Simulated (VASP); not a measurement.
Here is a VASP 6.6.1 calculation.

The input POSCAR:

```
AlN
1.0
    3.1278661592      0.0000000000      0.0000000000
   -1.5639330795      2.7088115535     -0.0000000000
    0.0000000000      0.0000000000      5.0159256132
  Al              N
     2     2
Direct
     0.3333333332999970    0.6666666667000030    0.9992990147951715
     0.6666666667000030    0.3333333332999970    0.4992990147951714
     0.3333333332999970    0.6666666667000030    0.3807009852048311
     0.6666666667000030    0.3333333332999970    0.8807009852048311
```

INCAR.step1

```
  PREC = Accurate
  ENCUT = 600
  EDIFF = 1E-8
  ISMEAR = 0
  SIGMA = 0.03
  LREAL = F
  LASPH = T
  NELM = 80
  ALGO = Normal
  ISIF = 3
  LWAVE = F
  LCHARG = F
  GGA = PE
  KPAR = 2
  IBRION = 2
  NSW = 40
  EDIFFG = -0.002
```

Contents of INCAR.step2:

```
  PREC = Accurate
  ENCUT = 600
  EDIFF = 1E-8
  ISMEAR = 0
  SIGMA = 0.03
  LREAL = F
  LASPH = T
  NELM = 80
  ALGO = Normal
  ISIF = 2
  LWAVE = F
  LCHARG = F
  GGA = PE
  KPAR = 2
  IBRION = 6
  NFREE = 2
  POTIM = 0.015
  NSW = 1
```

The input KPOINTS:

```
Automatic mesh
0
Gamma
  12 12 6
```

Potentials or basis: VASP PAW PBE potentials, release 64 (Al, N).

Command:

```sh
$ cat potpaw_PBE.64/Al/POTCAR potpaw_PBE.64/N/POTCAR > POTCAR
$ cp INCAR.step1 INCAR
$ mpirun -np 2 vasp_std > vasp.out
$ cp CONTCAR POSCAR
$ cp INCAR.step2 INCAR
$ mpirun -np 2 vasp_std > vasp.out
```

Problem. What does it give for the highest phonon frequency at Γ, LO-TO splitting left out?

Solution. 708 cm⁻¹.

Phonon frequencies in cm⁻¹ (negative: imaginary):
| q point | frequencies |
| --- | --- |
| (0.000, 0.000, 0.000) | 0 0 0 237 237 537 597 639 639 651 651 708 |
